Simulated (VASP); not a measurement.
**PtSe2: single point with LDA+U**

PtSe2:

```
Pt Se
1.0
     3.28021   -2.01083    0.00000
     3.28021    2.01083    0.00000
    -0.00323    0.00000    4.62578
Pt Se
1 2
Direct
  0.00000 0.00000 0.00000
  0.68790 0.68790 0.28890
  0.31210 0.31210 0.71110
```

The cell was built by a generator and isn't the measured one.

```yaml
Program: VASP 6.6.1
Task: single point
Functional: LDA
Potentials_or_basis: VASP PAW LDA potentials, release 64 (Pt, Se)
Cutoff: 520 eV
k_mesh: 6 × 6 × 4
Occupations: gaussian, width 0.05 eV
Spin: non-collinear spin, random start, spin-orbit coupling
Starting_moments: "[[0.065, 0.156, 0.021], [0.0, 0.0, -0.0], [-0.0, 0.0, -0.0]] μB"
Hubbard_terms: Pt d U = 8 eV
Further_INCAR_settings: ALGO = Normal; EDIFF = 1e-06; NBANDS = 35
```

- Pressure: -13.3 GPa
- Largest force: 1.050 eV/Å
- Net moment: 0.01 μB per cell
- Valence electrons inside the program's atomic spheres: Pt 9.87; Se 3.68

Forces in eV/Å, atoms in the order of the input:
```
Pt   0.000  0.000  0.000
Se  -0.192  0.000 -1.033
Se   0.192  0.000  1.033
```

Stress tensor (GPa, compression positive):
```
-11.37   0.00  -3.56
  0.00 -18.42   0.00
 -3.56   0.00 -10.13
```

Moments on the atoms (μB; x, y, z):
```
Pt  0.01 0.01 0.00
Se  0.00 0.00 0.00
Se  0.00 0.00 0.00
```

Run time: 2.9 min on 1 thread of Intel(R) Xeon(R) 6975P-C (Granite Rapids), on a shared host, peak memory 0.41 GiB.

Caveat: forces of over 1 eV/Å show positions far from the minimum, so gaps and moduli don't describe the material at rest. The state reached can hang on the start; a lower one may exist.
